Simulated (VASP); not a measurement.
**W: band structure with TB-mBJ**

The system is W.

```
W
1.0
    -1.58234    1.58234    1.58234
     1.58234   -1.58234    1.58234
     1.58234    1.58234   -1.58234
W
1
Direct
  0.00000 0.00000 0.00000
```

| Item | Value |
| --- | --- |
| Program | VASP 6.6.1 |
| Task | band structure |
| Functional | TB-mBJ |
| Potentials or basis | VASP PAW PBE potentials, release 64 (W_sv) |
| Cutoff | 520 eV |
| k mesh | 9 × 9 × 9 |
| Occupations | fermi-dirac, width 0.05 eV |
| Spin | spin-orbit coupling, no magnetisation |
| Further INCAR settings | ALGO = Normal; EDIFF = 1e-06; NBANDS = 25 |

| Item | Value |
| --- | --- |
| Valence electrons inside the program's atomic spheres | W 12.04 |

Run time: 61 s on 1 thread of Intel(R) Xeon(R) 6975P-C (Granite Rapids) (shared host), peak memory 0.19 GiB.
